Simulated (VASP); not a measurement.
BeS:

```
CELL_PARAMETERS angstrom
3.40658 0.00000 0.00000
-1.70329 2.95018 0.00000
0.00000 0.00000 4.98356
ATOMIC_POSITIONS crystal
Be 0.00000 0.00000 0.00000
Be 0.00000 0.00000 0.50000
S 0.33333 0.66667 0.25000
S 0.66667 0.33333 0.75000
```

The cell was built by a generator and needn't be a form met in nature.

The cell isn't the ideal one: species swapped into the NiSe type (P6_3/mmc, No. 194).

```yaml
Program: VASP 6.6.1
Task: relaxation of cell and atoms
Functional: PBE
Potentials_or_basis: VASP PAW PBE potentials, release 64 (Be, S)
Cutoff: 600 eV
k_mesh: 9 × 9 × 6
Occupations: gaussian, width 0.02 eV
Spin: no spin polarisation
```

At the start: pressure -1.2 GPa; volume 12.52 Å³/atom.

Where does the relaxation end?

Over 6 steps the energy falls by 33.4 meV/atom and the volume is 12.37 Å³/atom (-1.2 %); space group P6_3/mmc (No. 194, to 0.05 Å).

The path:
| step | energy change (eV) | largest force (eV/Å) | pressure (GPa) | volume (Å³) |
| --- | --- | --- | --- | --- |
| 1 | 0.0000 | 0.0000 | -1.15 | 50.08 |
| 2 | -0.1178 | 0.0000 | 0.22 | 49.39 |
| 3 | -0.1322 | 0.0000 | 1.07 | 49.01 |
| 4 | -0.1322 | 0.0000 | 1.01 | 49.03 |
| 5 | -0.1336 | 0.0000 | -0.32 | 49.63 |
| 6 | -0.1337 | 0.0000 | -0.02 | 49.49 |

Final structure:
```yaml
crystal:
  lattice:
    - [3.30138, 0.00000, 0.00000]
    - [-1.65069, 2.85908, 0.00000]
    - [0.00000, 0.00000, 5.24329]
  atoms:
    - { symbol: Be, position: [0.00000, 0.00000, 0.00000] }
    - { symbol: Be, position: [0.00000, 0.00000, 0.50000] }
    - { symbol: S, position: [0.33333, 0.66667, 0.25000] }
    - { symbol: S, position: [0.66667, 0.33333, 0.75000] }
```
